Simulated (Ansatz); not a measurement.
Theory: DFT PBE, scalar-relativistic, plane waves, PAW (Ansatz 0.2.0). All cells share a 420 eV cutoff and Γ-centred k meshes spaced at most about 0.3 Å⁻¹ (about 0.25 or finer for metals, 2π included). No spin polarisation.

Formation energies are uncorrected and refer to the elements' standard structures at the same level (N₂ as a molecule).

All energies are static (0 K, no zero-point motion). Only the structures computed here compete, so a lower one can exist.

A search for MgSi₂N₂ gave 7 distinct relaxed structures. Coordination counts N atoms around Mg and Si (those within 1.25 times the shortest such distance or 1.15 times the sum of covalent radii; the shortest distance is added where it is long for a bond). Cells relaxed within their symmetry can be saddle points.

Q: What is the best candidate for MgSi₂N₂?

A: The one with space group Cmmm (No. 65), reached from: random cell. It has a = 3.346 Å, b = 8.126 Å, c = 5.428 Å, 14.8 Å³/atom, no gap on the mesh. Around Mg lie 4 N at 2.19 Å; around Si lie 2 N at 1.78 Å and 3 Si at 2.33–2.44 Å; around N lie 2 Si at 1.78 Å and 2 Mg at 2.19 Å. Its energy over the elements is −0.43 eV/atom. Whether it is stable depends on the other phases of the system, which aren't compared here. An observed structure of this formula, if there is one, may be missing.

Space group Cmmm (No. 65). a = 3.346 Å, b = 8.126 Å, c = 5.428 Å, α = 90.00°, β = 90.00°, γ = 90.00°
```
atom  site  symmetry       x       y       z
  Mg    2c       mmm  0.5000  0.0000  0.5000
  Si    4i       m2m  0.5000  0.3501  0.0000
   N    4k       mm2  0.0000  0.0000  0.2401
```

Q: How much higher is the I4/mmm structure with 14.7 Å³/atom and coordination Mg 8 from 3.5 Å, Si 4 (reached from: SrSi2Pd2 type (I4/mmm))?

A: 0.51 eV/atom. It has no gap on its mesh.

Q: How much higher is the P-3m1 structure with 13.9 Å³/atom and coordination Mg 6, Si 1 (reached from: random cell)?

A: 0.31 eV/atom. It has no gap on its mesh. It holds Si–Si nets (shortest 2.44 Å).
